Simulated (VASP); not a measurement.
**PbS: relaxation of cell and atoms with r2SCAN**

The system is PbS.

```
CELL_PARAMETERS angstrom
3.65366 0.00000 0.00000
0.00000 3.65366 0.00000
0.00000 0.00000 3.65366
ATOMIC_POSITIONS crystal
Pb 0.00000 0.00000 0.00000
S 0.50000 0.50000 0.50000
```

Measurements of this composition are mostly on another form, of space group No. 225.

- Program: VASP 6.6.1
- Task: relaxation of cell and atoms
- Functional: r2SCAN
- Potentials or basis: VASP PAW PBE potentials, release 64 (Pb_d, S)
- Cutoff: 600 eV
- k mesh: 7 × 7 × 7
- Occupations: gaussian, width 0.05 eV
- Spin: no spin polarisation
- Further INCAR settings: ALGO = Normal; EDIFF = 1e-06; IBRION = 2; EDIFFG = -0.01; NSW = 60; ISIF = 3

```json
{
 "Relaxed volume": "24.13 Å³/atom",
 "Relaxed cell": "a = 3.641 Å, b = 3.641 Å, c = 3.641 Å, α = 90.00°, β = 90.00°, γ = 90.00°",
 "Space group after relaxing (to 0.05 Å)": "Pm-3m (No. 221)",
 "Energy gained by relaxing": "0.5 meV/atom",
 "Ionic steps": "3",
 "Pressure after relaxing": "0.0 GPa",
 "Band gap on the k mesh": "0.30 eV, indirect (least direct gap 1.66 eV)"
}
```

The path:
```tsv
step	energy change (eV)	largest force (eV/Å)	pressure (GPa)	volume (Å³)
1	0.0000	0.0000	-0.66	48.77
2	-0.0009	0.0000	0.27	48.07
3	-0.0011	0.0000	-0.02	48.26
```

Final structure:
```cif
data_structure
_symmetry_space_group_name_H-M 'P 1'
_symmetry_Int_Tables_number 1
_cell_length_a 3.6408
_cell_length_b 3.6408
_cell_length_c 3.6408
_cell_angle_alpha 90.000
_cell_angle_beta 90.000
_cell_angle_gamma 90.000
_cell_volume 48.26
loop_
_atom_site_label
_atom_site_type_symbol
_atom_site_fract_x
_atom_site_fract_y
_atom_site_fract_z
_atom_site_occupancy
Pb1 Pb 0.00000 0.00000 0.00000 1
S1 S 0.50000 0.50000 0.50000 1
```

Levels at points of the mesh, in eV from the valence-band top:
```
           k point  band 6  band 7  band 8  band 9  band 10  band 11  band 12  band 13  band 14
(0.00, 0.00, 0.00)  -13.59   -6.68   -1.54   -1.54    -1.54     6.13     6.13     7.14     7.14
```

Wall time 100 s on 1 thread of AMD EPYC 9R45 (Zen 5), on a shared host, peak memory 0.15 GiB.

Caveat: the PAW data sets were made with another functional, which shifts forces and pressure a little; spin-orbit coupling is left out, which as a rule narrows the gap of such compounds by several tenths of an eV; an odd mesh through Γ misses points on the zone boundary, where band edges often lie.
